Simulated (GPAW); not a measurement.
# Ti (Fm-3m) in GPAW: equation of state with r2SCAN

Aim: the equation of state of Ti with r2SCAN.

Everything below comes from runs of GPAW 26.7.0. Logs are shortened: lines on timing, memory, paths and dates and some standing lists are left out, and cuts for length are marked. The log counts tension as positive stress, the text compression.

## (1) The structure

Symmetry: Fm-3m, No. 225, cubic system. The conventional cell has a = 4.060 Å, b = 4.060 Å, c = 4.060 Å, α = 90.00°, β = 90.00°, γ = 90.00°. Around Ti (site symmetry m-3m) lie 12 Ti at 2.87 Å.

This isn't the form of Ti at room conditions, which is hcp.

## (2) Equation of state, r2SCAN

The input, run.py:

```python
from ase import Atoms
from ase.eos import EquationOfState
from ase.io import Trajectory
from ase.units import GPa
from gpaw import GPAW, PW

atoms = Atoms(['Ti'],
              cell=[[0.0, 2.03, 2.03],
                    [2.03, 0.0, 2.03],
                    [2.03, 2.03, 0.0]],
              scaled_positions=[[0.0, 0.0, 0.0]],
              pbc=True)

traj = Trajectory('eos.traj', 'w')
volumes, energies = [], []
for x in [0.94, 0.96, 0.98, 1.0, 1.02, 1.04, 1.06]:
    a = atoms.copy()
    a.set_cell(atoms.cell * x**(1 / 3), scale_atoms=True)
    calc = GPAW(mode=PW(600),
                xc='MGGA_X_R2SCAN+MGGA_C_R2SCAN',
                kpts={'size': (11, 11, 11), 'gamma': True},
                occupations={'name': 'fermi-dirac', 'width': 0.05},
                nbands=14,
                convergence={'density': 1e-05, 'energy': 1e-05},
                maxiter=150,
                txt=f'eos-{x:.2f}.txt')
    a.calc = calc
    energies.append(a.get_potential_energy(force_consistent=True))
    volumes.append(a.get_volume())
    p = -a.get_stress()[:3].mean() / GPa
    calc.write(f'eos-{x:.2f}.gpw')
    traj.write(a)
    print(f'{x:.2f} {volumes[-1]:10.4f} A^3 {energies[-1]:14.6f} eV {p:9.3f} GPa', flush=True)

v0, e0, B = EquationOfState(volumes, energies, eos='birchmurnaghan').fit()
print(f'V0 = {v0:.4f} A^3, E0 = {e0:.6f} eV, B0 = {B / GPa:.2f} GPa')
```

Potentials or basis: GPAW PAW data sets (gpaw-data 1.2.1), pw.

Started as:

```bash
$ OMP_NUM_THREADS=1 python run.py
```

What it wrote:

```text
__  _  _
 | _ |_)|_||  |
 |__||  | ||/\| - 26.7.0

Input parameters:
  mode=PW(ecut=600.0),
  convergence={'density': 1e-05, 'energy': 1e-05},
  kpts=MonkhorstPack(size=(11, 11, 11), gamma=True),
  maxiter=150,
  nbands=14,
  occupations=Occupations(name='fermi-dirac', width=0.05),
  xc=XC(name='MGGA_X_R2SCAN+MGGA_C_R2SCAN')

Diagonalizing LCAO Hamiltonian
Converting LCAO to pw mode

       Ti

Atoms  # Å, Bohr magnetons
|   | symbol |        x |        y |        z |    initial magnetic moments |
|---|--------|----------|----------|----------|-----------------------------|
| 0 |     Ti | 0.000000 | 0.000000 | 0.000000 | ( 0.0000,  0.0000,  0.0000) |

Unit cell  # Å
| periodic |        x |        y |        z |  lengths |    angles |
|----------|----------|----------|----------|----------|-----------|
|      yes | 0.000000 | 1.988560 | 1.988560 | 2.812248 | 60.000000 |
|      yes | 1.988560 | 0.000000 | 1.988560 | 2.812248 | 60.000000 |
|      yes | 1.988560 | 1.988560 | 0.000000 | 2.812248 | 60.000000 |

Number of symmetries: 48
Symmetry operations  # r_c * U_cc + t_c -> r_c
|    | kind |            matrix            |
|----|------|------------------------------|
|  0 |  σ   |  1, 0, 0,  1, 0,-1,  1,-1, 0 |
|  1 |  C2  |  1, 0, 0,  1,-1, 0,  1, 0,-1 |
|  2 |  E   |  1, 0, 0,  0, 1, 0,  0, 0, 1 |
|  3 |  σ   |  1, 0, 0,  0, 0, 1,  0, 1, 0 |
|  4 |  C4  |  1, 0,-1,  1, 0, 0,  1,-1, 0 |
|  5 |  S6  |  1, 0,-1,  1,-1, 0,  1, 0, 0 |
|  6 |  σ   |  1, 0,-1,  0, 1,-1,  0, 0,-1 |
|  7 |  C3  |  1, 0,-1,  0, 0,-1,  0, 1,-1 |
|  8 |  S6  |  1,-1, 0,  1, 0, 0,  1, 0,-1 |
|  9 |  C4  |  1,-1, 0,  1, 0,-1,  1, 0, 0 |
| 10 |  C3  |  1,-1, 0,  0,-1, 1,  0,-1, 0 |
| 11 |  σ   |  1,-1, 0,  0,-1, 0,  0,-1, 1 |
| 12 |  σ   |  0, 1, 0,  1, 0, 0,  0, 0, 1 |
| 13 |  C4  |  0, 1, 0,  0, 1,-1, -1, 1, 0 |
| 14 |  C3  |  0, 1, 0,  0, 0, 1,  1, 0, 0 |
| 15 |  S6  |  0, 1, 0, -1, 1, 0,  0, 1,-1 |
| 16 |  C2  |  0, 1,-1,  1, 0,-1,  0, 0,-1 |
| 17 |  σ   |  0, 1,-1,  0, 1, 0, -1, 1, 0 |
| 18 |  S4  |  0, 1,-1,  0, 0,-1,  1, 0,-1 |
| 19 |  C4  |  0, 1,-1, -1, 1, 0,  0, 1, 0 |
| 20 |  C3  |  0, 0, 1,  1, 0, 0,  0, 1, 0 |
| 21 |  σ   |  0, 0, 1,  0, 1, 0,  1, 0, 0 |
| 22 |  S6  |  0, 0, 1,  0,-1, 1, -1, 0, 1 |
| 23 |  C4  |  0, 0, 1, -1, 0, 1,  0,-1, 1 |
| 24 |  S4  |  0, 0,-1,  1, 0,-1,  0, 1,-1 |
| 25 |  C3  |  0, 0,-1,  0, 1,-1,  1, 0,-1 |
| 26 |  C2  |  0, 0,-1,  0,-1, 0, -1, 0, 0 |
| 27 |  S6  |  0, 0,-1, -1, 0, 0,  0,-1, 0 |
| 28 |  S4  |  0,-1, 1,  1,-1, 0,  0,-1, 0 |
| 29 |  C4  |  0,-1, 1,  0, 0, 1, -1, 0, 1 |
| 30 |  C2  |  0,-1, 1,  0,-1, 0,  1,-1, 0 |
| 31 |  σ   |  0,-1, 1, -1, 0, 1,  0, 0, 1 |
| 32 |  C3  |  0,-1, 0,  1,-1, 0,  0,-1, 1 |
| 33 |  S6  |  0,-1, 0,  0, 0,-1, -1, 0, 0 |
| 34 |  S4  |  0,-1, 0,  0,-1, 1,  1,-1, 0 |
| 35 |  C2  |  0,-1, 0, -1, 0, 0,  0, 0,-1 |
| 36 |  C2  | -1, 1, 0,  0, 1, 0,  0, 1,-1 |
| 37 |  S6  | -1, 1, 0,  0, 1,-1,  0, 1, 0 |
| 38 |  S4  | -1, 1, 0, -1, 0, 1, -1, 0, 0 |
| 39 |  C3  | -1, 1, 0, -1, 0, 0, -1, 0, 1 |
| 40 |  S6  | -1, 0, 1,  0, 0, 1,  0,-1, 1 |
| 41 |  C2  | -1, 0, 1,  0,-1, 1,  0, 0, 1 |
| 42 |  C3  | -1, 0, 1, -1, 1, 0, -1, 0, 0 |
| 43 |  S4  | -1, 0, 1, -1, 0, 0, -1, 1, 0 |
| 44 |  C2  | -1, 0, 0,  0, 0,-1,  0,-1, 0 |
| 45 |  i   | -1, 0, 0,  0,-1, 0,  0, 0,-1 |
| 46 |  σ   | -1, 0, 0, -1, 1, 0, -1, 0, 1 |
| 47 |  C2  | -1, 0, 0, -1, 0, 1, -1, 1, 0 |

BZ-sampling:
  Number of BZ points: 1331
  Number of IBZ points: 56

  Monkhorst-Pack size: [11, 11, 11]
  Monkhorst-Pack shift: [0, 0, 0]

K-points  # in reciprocal-cell coordinates
|     |                                coordinates |     weight |
|-----|--------------------------------------------|------------|
|   0 | (  0.00000000,   0.00000000,   0.00000000) | 0.00075131 |
|   1 | (  0.09090909,   0.09090909,   0.00000000) | 0.00450789 |
|   2 | (  0.09090909,   0.09090909,   0.09090909) | 0.00601052 |
|   3 | (  0.18181818,   0.09090909,   0.09090909) | 0.00901578 |
|   4 | (  0.18181818,   0.18181818,   0.00000000) | 0.00450789 |
|   5 | (  0.18181818,   0.18181818,   0.09090909) | 0.01803156 |
|   6 | (  0.18181818,   0.18181818,   0.18181818) | 0.00601052 |
|   7 | (  0.27272727,   0.18181818,   0.09090909) | 0.01803156 |
|   8 | (  0.27272727,   0.18181818,   0.18181818) | 0.01803156 |
|   9 | (  0.27272727,   0.27272727,   0.00000000) | 0.00450789 |
| ... |                                            |            |
|  55 | (  0.45454545,   0.45454545,   0.45454545) | 0.00601052 |

Plane wave coefficients: 534
Cutoff: 600.0 eV

Spin-components: 1 (collinear spins)
Bands:           14
Projectors:      6
Spin-degeneracy: 2
Datatype:        complex128

Parallelization:
  kpt:    1
  domain: 1
  band:   1

Density:
  Valence electrons: 12.0
  Components: 1
  Grid points: [16 16 16]
  Charge: 0.0  # |e|

Potential:
  Grid points: [16 16 16]

species:
  Ti:
    name:    Titanium
    Z:       22.0
    valence: 12
    core:    10
    charge:  0.0  # [|e|]
    compensation charges:
      type: gauss
      rc: 0.38  # [Å]
      lmax: 2
    cutoffs:
      filter: 2.23  # [Å]
      core: 1.02  # [Å]
    projectors
    | kind |    occ | energy [eV] | rcut [Å] |
    |------|--------|-------------|----------|
    |   3s |  2.000 |     -62.623 |    1.270 |
    |   4s |  2.000 |      -4.466 |    1.270 |
    |   3p |  6.000 |     -38.862 |    1.058 |
    |   4p |  0.000 |      -1.466 |    1.058 |
    |   3d |  2.000 |      -4.258 |    1.058 |
    |    d |        |      22.953 |    1.058 |

    Using partial waves for Ti as LCAO basis

Reference energy: -23224.014282  # eV

eigensolver:
  PPCG
  Converge bands: occupied
  niter=2

density mixing:
  MSR1-Mixer
  Pratt-step length: 0.05
  Maximum mixing coefficient: 0.75
  Old densities: 10
  SVD Regularization: 0.005
  Good broyden scale: 1.0
  Trust region scale: 1.0
  Backstep threshold: 4.0
  History deletion threshold: 6.0
  Fourier metric: weight=20.0, sigma=0.015

occupation numbers:
  Fermi-Dirac:
    width: 0.0500  # eV

poisson solver:
  ecut: 4800.0  # eV

xc functional:
  name: MGGA_X_R2SCAN+MGGA_C_R2SCAN with 2 nearest neighbor stencil

convergence criteria:
[... 6 lines left out ...]
|iter     | |      energy | eigst |  dens |
|---------|-|-------------|-------|-------|
|iter:   1| |  -15.257088 | +0.09 |       |
|iter:   2| |  -11.399703 | -1.86 | -1.24 |
|iter:   3| |  -11.234330 | -1.72 | -1.27 |
|iter:   4| |  -11.243270 | -3.24 | -2.00 |
|iter:   5| |  -11.246185 | -3.67 | -2.23 |
|iter:   6| |  -11.246218 | -5.50 | -3.21 |
|iter:   7| |  -11.246235c| -5.87 | -3.60 |
|iter:   8| |  -11.246235c| -7.90c| -4.52 |
|iter:   9| |  -11.246235c| -8.16c| -5.15c|

Converged in 9 steps
Energy contributions relative to reference atoms: (reference = -23224.014282)

Energy contributions:
  Kinetic:           8.665809
  Coulomb:          -7.310502
  Zero:             -0.155426
  External:          0.000000
  Xc:              -12.440962
  Entropy:          -0.010309
  Spinorbit:         0.000000
  ----------------------------
  Free energy:     -11.251389
  Extrapolated:    -11.246235

dipole moment: (-12.663544, -12.663544, -12.663544)  # |e|*Ang

Fermi level: 9.548
Eigenvalues  # (at kpt = [0.000, 0.000, 0.000])
| band index |      eig [eV] | occ [0-2] |
|------------|---------------|-----------|
|          0 |       -49.310 |     2.000 |
|          1 |       -23.985 |     2.000 |
|          2 |       -23.985 |     2.000 |
|          3 |       -23.985 |     2.000 |
|          4 |         2.874 |     2.000 |
|          5 |        10.628 |     0.000 |
|          6 |        10.628 |     0.000 |
|          7 |        10.628 |     0.000 |
|          8 |        12.673 |     0.000 |
|          9 |        12.673 |     0.000 |
|         10 |        25.936 |     0.000 |
|         11 |        31.389 |     0.000 |
|         12 |        31.389 |     0.000 |
|         13 |        31.389 |     0.000 |

No gap
No difference between direct/indirect transitions

Stress tensor  # eV/Ang^3
|         x |         y |         z |
|-----------|-----------|-----------|
| -0.077419 | -0.000000 |  0.000000 |
| -0.000000 | -0.077419 |  0.000000 |
|  0.000000 |  0.000000 | -0.077419 |

# Writing to eos-0.94.gpw (mode='')
```

eos-0.98.txt:

```text
SCF iterations
|iter     | |      energy | eigst |  dens |
|---------|-|-------------|-------|-------|
|iter:   1| |  -15.310427 | +0.03 |       |
|iter:   2| |  -11.458936 | -1.87 | -1.22 |
|iter:   3| |  -11.277728 | -1.68 | -1.25 |
|iter:   4| |  -11.286291 | -3.18 | -2.03 |
|iter:   5| |  -11.288931 | -3.63 | -2.27 |
[... 36 lines left out ...]
|         10 |        25.215 |     0.000 |
|         11 |        30.441 |     0.000 |
|         12 |        30.441 |     0.000 |
|         13 |        30.441 |     0.000 |

No gap
No difference between direct/indirect transitions

Stress tensor  # eV/Ang^3
|         x |         y |         z |
|-----------|-----------|-----------|
| -0.041071 |  0.000000 |  0.000000 |
|  0.000000 | -0.041071 | -0.000000 |
|  0.000000 | -0.000000 | -0.041071 |

# Writing to eos-0.98.gpw (mode='')
```

It took 3.1 min on 1 thread of Arm Neoverse V2, shared host; peak memory 0.63 GiB.

What came out:

| Property | Result |
| --- | --- |
| Equilibrium volume | 17.42 Å³/atom (rough: see the caveat) |
| Bulk modulus | 112 GPa (rough) |

Energy against volume, from the lowest point:
| volume (Å³/atom) | energy (meV/atom) |
| --- | --- |
| 15.727 | 66.30 |
| 16.062 | 41.72 |
| 16.396 | 22.76 |
| 16.731 | 9.98 |
| 17.065 | 2.58 |
| 17.400 | 0.00 |
| 17.735 | 1.79 |

Caveat: the points scatter about the fit; the PAW data sets were made with another functional, which shifts forces and pressure a little.
